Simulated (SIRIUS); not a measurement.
Wanted: the native input for a SIRIUS 7.10.0 run.

| Item | Value |
| --- | --- |
| Task | single point |
| Functional | PBE |
| Potentials or basis | PseudoDojo 0.4.1 PBE standard (scalar relativistic) |
| Cutoff | 1152 eV |
| Density cutoff | 4606 eV |
| k mesh | 7 × 6 × 7 |
| Occupations | fermi-dirac, width 0.05 eV |
| Spin | no spin polarisation |
| Libxc names | ["XC_GGA_X_PBE", "XC_GGA_C_PBE"] |
| Energy tol | 1e-08 Ha |
| Density tol | 1e-06 |
| Mixer | anderson |
| Mixing beta | 0.7 |
| Max scf | 100 |
| Radial cutoff for the potentials' integrals | 6.5 bohr |

Crystal: BaTiO3.

```
CELL_PARAMETERS angstrom
3.72890 -0.42193 0.02237
-0.28447 3.27547 3.11008
0.31643 -2.75371 2.58992
ATOMIC_POSITIONS crystal
Ba 0.00364 0.99727 0.99850
Ti 0.50025 0.51161 0.51018
O 0.99835 0.49282 0.49504
O 0.49991 0.50154 0.99454
O 0.49786 0.99299 0.49796
```

The cell isn't the ideal one: cell sheared at random, sigma 0.1, atoms nudged by 0.01 Å.

These files were run (other wordings do the same):

sirius.json

```json
{
  "control": {
    "processing_unit": "cpu",
    "verbosity": 2,
    "num_bands_to_print": 29,
    "print_forces": true,
    "print_stress": true
  },
  "parameters": {
    "electronic_structure_method": "pseudopotential",
    "xc_functionals": ["XC_GGA_X_PBE", "XC_GGA_C_PBE"],
    "gk_cutoff": 9.2,
    "pw_cutoff": 18.4,
    "ngridk": [7, 6, 7],
    "shiftk": [0, 0, 0],
    "smearing": "fermi_dirac",
    "smearing_width": 0.0018374661,
    "num_bands": 29,
    "num_mag_dims": 0,
    "num_dft_iter": 100,
    "energy_tol": 1e-08,
    "density_tol": 1e-06
  },
  "iterative_solver": {
    "type": "davidson",
    "min_tolerance": 1e-09,
    "tolerance_scale": [0.1, 0.25]
  },
  "mixer": {
    "type": "anderson",
    "beta": 0.7,
    "max_history": 8
  },
  "settings": {
    "tol_ne": 1e-10,
    "pseudo_grid_cutoff": 6.5
  },
  "unit_cell": {
    "lattice_vectors": [
      [0.993641689163, -0.112430728318, 0.005960275843],
      [-0.075803779267, 0.872817597901, 0.828745204442],
      [0.084318503581, -0.733782005085, 0.690137105081]
    ],
    "lattice_vectors_scale": 7.0916870987,
    "atom_coordinate_units": "lattice",
    "atom_types": ["Ba", "Ti", "O"],
    "atom_files": {
      "Ba": "Ba.json",
      "O": "O.json",
      "Ti": "Ti.json"
    },
    "atoms": {
      "Ba": [
        [0.00363726, 0.99726942, 0.99850154]
      ],
      "Ti": [
        [0.50024523, 0.51160785, 0.51018213]
      ],
      "O": [
        [0.99835421, 0.49281682, 0.49503598],
        [0.4999067, 0.50153978, 0.99453815],
        [0.4978566, 0.99298613, 0.49796219]
      ]
    }
  }
}
```

Potentials or basis: PseudoDojo 0.4.1 PBE standard (scalar relativistic).

Command:

```bash
$ upf_to_json Ba.upf
$ upf_to_json O.upf
$ upf_to_json Ti.upf
$ OMP_NUM_THREADS=1 sirius.scf --input=sirius.json --output=out.json --task=0
```

It gave:

```json
{"Pressure": "17.9 GPa", "Largest force": "0.742 eV/Å", "Band gap on the k mesh": "0.58 eV"}
```

Caveat: this release of the barium file is off; so large a pressure means that the cell lies far from this level's equilibrium, or that cutoff or potentials fall short; spin-orbit coupling is left out, which moves the levels of the heavy elements; an odd mesh through Γ misses points on the zone boundary, where band edges often lie.

Wall time 18 min on 1 thread of Arm Neoverse V1 (shared host), peak memory 2.4 GiB.
